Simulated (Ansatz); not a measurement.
GeO₂ (rutile)

```xyz
6
Lattice="4.4875 0.0000 0.0000 0.0000 4.4875 0.0000 0.0000 0.0000 2.9050" Properties=species:S:1:pos:R:3 pbc="T T T"
Ge     0.0000     0.0000     0.0000
Ge     2.2438     2.2438     1.4525
O      1.3783     1.3783     0.0000
O      3.6221     0.8654     1.4525
O      0.8654     3.6221     1.4525
O      3.1092     3.1092     0.0000
```

The slice is a (-1 2 0) plane (indices of the conventional cell) through the point (0.307, 0.307, 0.000) (fractional), spanned by u = [001] and v = [210] in vectors of this cell: u (2.90 Å) and v (10.03 Å, at 90° to u). It covers one period; positions are fractions (u, v).

All values below come from PBE (plane waves to 420 eV, PAW, scalar-relativistic; Ansatz, an electronic-structure program). k mesh 8×8×11. Inside the PAW spheres the values are not all-electron values, and peaks at nuclei hang on which shells count as valence. GeO2 was relaxed with its symmetry unable to fall.

Question: Sketch the electrostatic potential energy of an electron, from the cell's mean on this plane as a map.

Answer: 
```tsv
v \ u	0.00	0.12	0.25	0.38	0.50	0.62	0.75	0.88
0.93	x	3.3	6.6	8.4	8.7	8.4	6.6	3.3
0.86	x	<2.0	<2.0	4.8	6.4	4.8	<2.0	<2.0
0.79	x	x	<2.0	x	x	x	<2.0	x
0.71	3.3	4.7	7.0	7.8	7.9	7.8	7.0	4.7
0.64	10.4	10.4	10.6	10.7	10.7	10.7	10.6	10.4
0.57	10.6	10.5	10.3	10.0	9.9	10.0	10.3	10.5
0.50	8.3	8.4	7.0	x	x	x	7.0	8.4
0.43	6.4	6.9	5.2	x	x	x	5.2	6.9
0.36	8.3	8.7	9.6	9.9	9.7	9.9	9.6	8.7
0.29	9.3	9.5	10.0	9.8	9.6	9.8	10.0	9.5
0.21	x	7.1	5.3	<2.0	<2.0	<2.0	5.3	7.1
0.14	5.6	2.5	<2.0	x	x	x	<2.0	2.5
0.07	x	<2.0	<2.0	x	x	x	<2.0	<2.0
0.00	x	x	x	4.4	3.9	4.4	x	x
```

Values: electrostatic potential energy of an electron, from the cell's mean, in eV. Points within 0.8 Å of a nucleus are blanked (x), as the pseudised field means little there. Values under 2 eV are set to 2. The zero, the cell's mean, hangs on the PAW cores.
